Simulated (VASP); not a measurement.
Here is a VASP 6.6.1 calculation.

POSCAR

```
Cs2SnI6
1.0
    0.0000000000      5.8138000000      5.8138000000
    5.8138000000      0.0000000000      5.8138000000
    5.8138000000      5.8138000000      0.0000000000
Cs Sn I
2 1 6
Direct
    0.2500000000      0.2500000000      0.2500000000
    0.7500000000      0.7500000000      0.7500000000
    0.0000000000      0.0000000000      0.0000000000
    0.7546400000      0.2453600000      0.2453600000
    0.2453600000      0.7546400000      0.2453600000
    0.2453600000      0.7546400000      0.7546400000
    0.7546400000      0.2453600000      0.7546400000
    0.2453600000      0.2453600000      0.7546400000
    0.7546400000      0.7546400000      0.2453600000
```

INCAR.step1

```
ALGO = Normal ; EDIFF = 1E-5
ENCUT = 520 ; GGA = PE
ISIF = 2 ; ISMEAR = 0
KPAR = 2 ; LASPH = True
LCHARG = False ; LREAL = False
LWAVE = True ; NELM = 80
PREC = Accurate ; SIGMA = 0.03
```

The input INCAR.step2:

```
ALGO = Normal ; EDIFF = 1E-7
ENCUT = 520 ; ISIF = 2
ISMEAR = 0 ; ISTART = 1
KPAR = 2 ; LASPH = True
LCHARG = False ; LREAL = False
LWAVE = False ; METAGGA = MBJ
NELM = 80 ; PREC = Accurate
SIGMA = 0.03
```

Contents of KPOINTS:

```
k-points
0
Gamma
  6 6 6
```

Contents of KPOINTS_OPT:

```
explicit points
201
Reciprocal
 0.0000000000  0.0000000000  0.0000000000 1
 0.0263157895  0.0000000000  0.0263157895 1
 0.0526315789  0.0000000000  0.0526315789 1
 0.0789473684  0.0000000000  0.0789473684 1
 0.1052631579  0.0000000000  0.1052631579 1
 0.1315789474  0.0000000000  0.1315789474 1
[... 193 lines left out ...]
 0.5000000000  0.0000000000  0.5000000000 1
 0.0000000000  0.0000000000  0.0000000000 1
```

Potentials or basis: VASP PAW PBE potentials, release 64 (Cs_sv, Sn_d, I).

Launch:

```bash
$ cat potpaw_PBE.64/Cs_sv/POTCAR potpaw_PBE.64/Sn_d/POTCAR potpaw_PBE.64/I/POTCAR > POTCAR
$ cp INCAR.step1 INCAR
$ mpirun -np 2 vasp_std > vasp.out
$ cp INCAR.step2 INCAR
$ mpirun -np 2 vasp_std > vasp.out
```

(1) Estimate the band gap along the path.

(2) Predict the band gap on the k mesh.

## Answers

(1) 0.81 eV, direct.

(2) 0.81 eV, direct.

Caveat: spin-orbit coupling is left out, which moves the levels of the heavy elements.

**What was measured.**

From “Changes in charge density vs changes in formal oxidation states: The case of Sn halide perovskites and their ordered vacancy analogues”, 2017, arxiv:1705.01565, for a powder of Cs2SnI6: band gap 1.3 eV (optical).

A measured gap of Cs2SnI6 is 1.3 eV (optical; powder; “Changes in charge density vs changes in formal oxidation states: The case of Sn halide perovskites and their ordered vacancy analogues”, 2017, arxiv:1705.01565); the calculated 0.81 eV misses it by -0.49 eV. Spin-orbit coupling on Cs, I, Sn is left out. The value is that of TB-mBJ, without temperature or zero-point motion.
